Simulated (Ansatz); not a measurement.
# AlNi: why energy differences converge before total energies

Theory: DFT r2SCAN, scalar-relativistic, plane waves, PAW (Ansatz).

```yaml
crystal:
  lattice:
    - [1.93869, -1.95319, 0.00000]
    - [1.93869, 1.95319, 0.00000]
    - [0.00000, 0.00000, 3.09943]
  atoms:
    - { symbol: Al, position: [0.00000, 0.00000, 0.00000] }
    - { symbol: Ni, position: [0.50000, 0.50000, 0.50000] }
```

```json
{"Γ-centred k-mesh": "16×16×14", "occupation rule": "Gaussian smearing, 0.1 eV", "spin treatment": "unpolarised"}
```

A second cell has all atoms moved and the lattice slightly strained:

```yaml
crystal:
  lattice:
    - [1.92002, -1.94256, -0.00378]
    - [1.95123, 1.97354, 0.02550]
    - [0.01736, 0.02323, 3.17529]
  atoms:
    - { symbol: Al, position: [0.99577, 0.02035, 0.99188] }
    - { symbol: Ni, position: [0.50005, 0.49469, 0.49629] }
```

It ran on a 10×10×10 mesh, another than the first cell's, which shifts the difference by nearly the same amount at every cutoff. Both were run at several values of the cutoff; energies per atom at zero smearing, errors against the largest value (600 eV), which isn't proved converged itself.

```csv
cutoff,"error, first cell (meV)","error, second cell (meV)"
200 eV,7666.98,7644.70
250 eV,1241.73,1244.56
300 eV,153.56,151.04
350 eV,14.01,13.86
500 eV,0.86,0.89
```

Question: At the largest value the second cell lies 22.40 meV/atom above the first. What is the error of that difference at each value, and where does each quantity come within 1 meV/atom?

Answer: The error of the difference is the second cell's error less the first's:
| cutoff | difference (meV) | its error (meV) |
| --- | --- | --- |
| 200 eV | 0.11 | -22.28 |
| 250 eV | 25.23 | 2.83 |
| 300 eV | 19.88 | -2.52 |
| 350 eV | 22.24 | -0.15 |
| 500 eV | 22.42 | 0.02 |

The first cell's total energy stays within 1 meV/atom from 500 eV on, the difference from 350 eV on. Most of the error cancels, by a factor of about 92 in the median. A missing short wave mostly misdescribes the region near each nucleus, which both cells share; what doesn't cancel comes largely from the change of volume and bonding.

6 further runs of this set aren't shown.

Cost: 12 runs of about 5 core-minutes in all, on Arm Neoverse V1 (shared hosts).